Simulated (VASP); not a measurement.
A run of VASP 6.6.1:

Contents of INCAR:

```
SYSTEM = B10P11
  ALGO = Fast
  EDIFF = 1E-6
  ENCUT = 520
  GGA = PE
  ISIF = 2
  ISMEAR = -1
  LASPH = .TRUE.
  LCHARG = .FALSE.
  LREAL = Auto
  LWAVE = .FALSE.
  NBANDS = 58
  NELM = 100
  PREC = Accurate
  SIGMA = 0.3447
```

The input KPOINTS:

```
k-points
0
G
  4 4 4
  0 0 0
```

File POSCAR:

```
B10P11
1.0
    6.7375240000     -0.0512470000     -0.0676870000
   -0.0512470000      6.6043020000     -0.1135400000
   -0.0676870000     -0.1135400000      6.5427870000
B P
10 11
Direct
    0.2664933840      0.1675043139      0.3312853286
    0.4269961690      0.0872561253      0.5221159059
    0.4792169918      0.8991138975      0.9945289031
    0.6114219828      0.8331345675      0.5953492752
    0.3219547722      0.3356808021      0.1500808358
    0.3587243663      0.6837890408      0.3288314408
    0.5818953731      0.7830243430      0.3766475244
    0.8426991135      0.6429025752      0.8045841771
    0.4418671969      0.4056372598      0.4236396028
    0.1046860781      0.7768162009      0.2588229745
    0.9015402196      0.9107548278      0.7117096458
    0.0561119157      0.4883072338      0.1854120349
    0.6116023942      0.5583324618      0.8634121750
    0.5614755726      0.1966641511      0.1309025070
    0.7321751873      0.9993876653      0.9802329335
    0.2573644627      0.6316616426      0.6186288416
    0.6560580622      0.2600804915      0.5126235695
    0.3119255329      0.0203738632      0.7956990321
    0.7928896810      0.6755188685      0.2114135184
    0.9517412166      0.4054909575      0.4778499335
    0.0387191713      0.0195362353      0.3723047799
```

Potentials or basis: VASP PAW PBE potentials, release 64 (B, P).

Command:

```sh
$ cat potpaw_PBE.64/B/POTCAR potpaw_PBE.64/P/POTCAR > POTCAR
$ mpirun -np 1 vasp_std > vasp.out
```

Hardware: 1 thread of Intel(R) Xeon(R) Platinum 8488C (Sapphire Rapids), with other jobs on the host.

Task: Estimate the wall time of this run.

Result: Wall time 9.6 min on 1 thread of Intel(R) Xeon(R) Platinum 8488C (Sapphire Rapids), with other jobs on the host, peak memory 0.56 GiB. Counts: scf iterations 16, k points 36.
